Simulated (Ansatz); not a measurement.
Si:

```
CELL_PARAMETERS angstrom
0.00000 2.72185 2.72185
2.72185 0.00000 2.72185
2.72185 2.72185 0.00000
ATOMIC_POSITIONS crystal
Si 0.50000 0.50000 0.50000
Si 0.75000 0.75000 0.75000
```

Base run:

| Item | Value |
| --- | --- |
| Program | Ansatz 0.2.0 |
| Functional | HSEsol |
| Potentials or basis | Ansatz PAW |
| Cutoff | 420 eV |
| Density cutoff | 1680 eV |
| k mesh | 5 × 5 × 5 |
| Occupations | fermi-dirac, width 0.05 eV |
| Spin | no spin polarisation |

Its results: band gap on the k mesh 1.09 eV, indirect (least direct gap 3.29 eV).

Task: After a change of settings the same cell gave: band gap on the k mesh 3.09 eV, indirect (least direct gap 5.44 eV). Which change was it?
A. functional from HSEsol to r2SCAN50; cutoff from 420 eV to 500 eV; density cutoff from 1680 eV to 2000 eV
B. functional from HSEsol to PBE-EpsX
C. functional from HSEsol to HF; k mesh from 5 × 5 × 5 to 4 × 4 × 4
D. functional from HSEsol to PBE; k mesh from 5 × 5 × 5 to 12 × 12 × 12

Result: A.

Not every run made on this cell is shown here.
